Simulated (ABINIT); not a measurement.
Here is an ABINIT 10.8.3 (patched build) calculation.

The input run.abi:

```
pp_dirpath "./"
pseudos "Ge.GGA_PBE-JTH.xml"

acell 3*1.0 Angstrom
rprim
     1.4880529250    -2.5946896100     0.0000000000
     1.4880529250     2.5946896100     0.0000000000
     0.0000000000     0.0000000000     4.7275957900
ntypat 1
znucl 32
natom 2
typat 1 1
xcart
     2.8120124872     1.6333065361     2.2334653178
     2.8120124872    -1.6333065361     6.7003959533
chkprim 0
chksymtnons 0
tolsym 1.0e-6

ecut 22.0
pawecutdg 44.0
pawxcdev 0

kptopt 1
ngkpt 10 10 6
nshiftk 1
shiftk 0.0 0.0 0.0

ixc 11

nband 18
occopt 3
tsmear 0.05 eV

nstep 100
tolvrs 1.0e-9

iomode 3
prtwf 0
prtden 0
prteig 0
prtebands 0
enunit 1
```

Potentials or basis: JTH PAW PBE v2.0.

Launch:

```console
$ abinit run.abi > log 2>&1
```

**Question.** What does it give for the band gap on the k mesh?

**Answer.** None (metal or under the smearing width).

**Question.** Predict the pressure.

**Answer.** 3.9 GPa.

Stress tensor (GPa, compression positive):
```
2.96 0.00 0.00
0.00 3.15 0.00
0.00 0.00 5.65
```
